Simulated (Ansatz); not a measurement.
Consider the redistribution: `[BH2][Zn][CH2]C` + `CC[NH][AlH2]` → `B[NH][AlH2]` + diethylzinc.

Computed with Ansatz on PBE0-D4/def2-TZVP structures; ΔE is electronic, products minus reactants. CBS: MP2 limit from def2 TZ/QZ plus the TZ coupled-cluster correction, frozen cores. DFT in def2-TZVPP. B3LYP here is the variant with VWN-RPA as its local correlation; programs differ in this. For Zn outer-core shells are correlated without core-valence functions, which leaves a few kJ/mol of doubt a bond. Scalar relativity is left out up to krypton. Each species was taken in one conformer, which may not be the lowest.

`[BH2][Zn][CH2]C`:

```xyz
11

B    -2.470   -1.688    0.497
Zn   -0.664   -0.661    0.455
C     1.042    0.314    0.414
C     1.257    1.211   -0.806
H    -3.535   -1.137    0.452
H    -2.536   -2.885    0.570
H     1.110    0.912    1.331
H     1.854   -0.419    0.486
H     1.236    0.642   -1.740
H     0.485    1.981   -0.888
H     2.221    1.730   -0.772
```

`CC[NH][AlH2]`:

Z-matrix (Å, degrees):
```
C
C 1 1.519
H 1 1.093 2 111.1
H 1 1.093 2 110.7 3 -120.6
H 1 1.094 2 110.8 3 119.8
N 2 1.449 1 113.2 3 -179.6
H 2 1.099 1 109.2 3 -55.9
H 2 1.095 1 109.4 3 59.7
Al 6 1.768 2 128.5 1 -117.0
H 6 1.011 2 111.7 1 61.4
H 9 1.584 6 117.4 2 -0.8
H 9 1.584 6 117.7 2 179.3
```

`B[NH][AlH2]`:

```xyz
8

B     0.619   -0.681   -1.062
N     0.295    0.448   -0.293
Al   -0.751    0.416    1.175
H     1.322   -0.585   -2.030
H     0.178   -1.748   -0.730
H     0.688    1.325   -0.610
H    -1.344   -0.969    1.639
H    -1.007    1.795    1.909
```

`C[CH2][Zn][CH2]C`:

```xyz
15

C     2.590    0.046    0.736
C     1.787    1.083   -0.050
Zn   -0.094    0.633   -0.357
C    -1.974    0.181   -0.663
C    -2.424   -1.168   -0.103
H     2.609   -0.924    0.232
H     3.632    0.353    0.876
H     2.173   -0.123    1.733
H     2.255    1.255   -1.027
H     1.822    2.050    0.464
H    -2.156    0.217   -1.744
H    -2.586    0.985   -0.238
H    -2.292   -1.225    0.981
H    -3.483   -1.364   -0.305
H    -1.859   -1.999   -0.535
```

Question: Is it downhill or uphill in electronic energy at CCSD(T)/CBS, and by how much? (An estimate is asked.)

Answer: The calculation gave: Downhill: ΔE = -2.05 eV.

Question: What do these levels give: r2SCAN-D4, PBE0-D4, ωB97M-V, B2PLYP, PBE0, B3LYP, HF/def2-TZVPP, CCSD/def2-TZVPP, MP2/def2-QZVPP, SCS-MP2/def2-QZVPP, HF/CBS(def2), CCSD/CBS(def2)? (An estimate is asked.)

Answer: The calculation gave: r2SCAN-D4 -2.07, PBE0-D4 -2.02, ωB97M-V -2.05, B2PLYP -2.08, PBE0 -2.02, B3LYP -2.04, HF/def2-TZVPP -1.94, CCSD/def2-TZVPP -2.02, MP2/def2-QZVPP -2.17, SCS-MP2/def2-QZVPP -2.09, HF/CBS(def2) -1.94, CCSD/CBS(def2) -2.02 eV.

Largest T1 diagnostic among the species: 0.013.

In def2-TZVPP, CCSD(T) changes the Hartree–Fock value by −0.11 eV (the triples alone add −0.03 eV) and MP2 by −0.23 eV.
